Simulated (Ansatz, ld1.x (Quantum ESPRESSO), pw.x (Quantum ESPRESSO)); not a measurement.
Hg (Z = 80): one change to the TM potential, in the atom and in the fcc crystal

ld1.x (Quantum ESPRESSO) 7.5 input, shortened:

```
&input
   title='Hg', zed=80., rel=1, dft='PBE', iswitch=3,
   config='[Xe] 4f14 5d10 6s2 6p0'
 /
 &inputp
   pseudotype=2, tm=.true., lloc=0,
   nlcc=.false.
 /
3
6P  2  1   0.00   0.00  3.05  3.05  0.0
5D  3  2  10.00   0.00  1.55  1.55  0.0
6S  1  0   2.00   0.00  2.30  2.30  0.0
 &test
   configts(1)='5d10 6s2 6p0'
 /
```

Change: local potential the p channel.

Cutoffs, loose and tight: the cutoffs (Ry, on a coarse ladder) from which the occupation-weighted sum of valence levels, in a spherical-Bessel basis at the reference potential, stays within 10 and 1 mRy of its value at 400 Ry. They do not see the model core or the augmentation charge, which bear on the density cutoff. Test errors are all-electron minus pseudo excitation energies from the reference, over the configurations 5d10 6s1 6p0; 5d10 6s0 6p0; 5d9 6s0 6p0; 5d10 6s1.5 6p0; 5d10 6s0 6p1; 5d9 6s2 6p0; 5d10 6s0 6p2; variants that change the core or the reference have their own tests.

Crystal test: fcc Hg in pw.x 7.5, no spin, 11³ k-points, Fermi–Dirac smearing 0.01 Ry, cutoffs set for each file from its atomic test. The reference is all-electron LAPW (Ansatz 0.2.0) with the same functional, mesh and smearing; V0 and B0 come from Birch–Murnaghan fits to the pressures at five volumes. Errors are pseudo minus all-electron; Δ is the rms difference of the E(V) curves that follow from these fits, minima aligned, over ±6 % about the mean V0. Mesh and smearing are coarse, so the numbers serve the comparison and aren't converged zero-temperature values; the lattice is a test structure that the element need not adopt.

All-electron: a0 = 4.988 Å (V0 = 31.03 Å³/atom), B0 = 3.7 GPa.

Question: Does the change bring the crystal closer to the all-electron result?

Answer: The mean pressure error goes from +0.14 to +0.69 GPa, so the change moves the solid further from the all-electron pressures. At 80 % of its cutoff the pressure of the base moves by -0.21 GPa.

| quantity | base | changed |
| --- | --- | --- |
| outcome (atom) | generated | generated |
| cutoff, loose (atom) | 50 Ry | 50 Ry |
| cutoff, tight (atom) | 80 Ry | 80 Ry |
| bound ghosts (atom) | none | none |
| largest test error (meV) (atom) | -60 | -180 |
| cutoffs in pw.x (Ry) | 100/400 | 100/400 |
| a0 (Å) | 5.040 | – |
| a0 error (%) | +1.04 | – |
| B0 error (%) | +15.3 | – |
| Δ (meV/atom) | 0.9 | – |
| mean pressure error (GPa) | +0.14 | +0.69 |

A dash: not determined, or the minimum lies outside the volumes sampled.

Base: This is a poor potential for the solid. Changed file: This is a poor potential for the solid. The atomic cutoffs weigh occupied waves only.
